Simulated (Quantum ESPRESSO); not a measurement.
The system is TiO2.

```xyz
6
Lattice="4.5998 0.0000 0.0000 0.0000 4.5998 0.0000 0.0000 0.0000 2.9592" Properties=species:S:1:pos:R:3 pbc="T T T"
Ti    0.0000    0.0000    1.4796
Ti    2.2999    2.2999    0.0000
O     1.3998    1.3998    1.4796
O     0.9001    3.6997    0.0000
O     3.6997    0.9001    0.0000
O     3.2000    3.2000    1.4796
```

The cell is a database's computed one.

Base run:

```yaml
Program: Quantum ESPRESSO 7.5
Functional: PBE
Potentials_or_basis: PseudoDojo 0.4.1 SR PBE standard
Cutoff: 1143 eV
Density_cutoff: 4572 eV
k_mesh: 6 × 6 × 9
Occupations: fermi-dirac, width 0.05 eV
Spin: no spin polarisation
```

Its results: band gap on the k mesh 1.88 eV, direct; pressure 3.6 GPa; largest force 0.019 eV/Å.

The run is repeated on the same cell with these changes: functional from PBE to WC. What comes out?

Band gap on the k mesh 1.87 eV, direct; pressure -2.7 GPa; largest force 0.063 eV/Å.

WC binds more tightly than PBE, so the same cell stands under less pressure.

Caveats: the potentials were made for another functional, which shifts forces and pressure (some runs).

Not every run made on this cell is shown here.
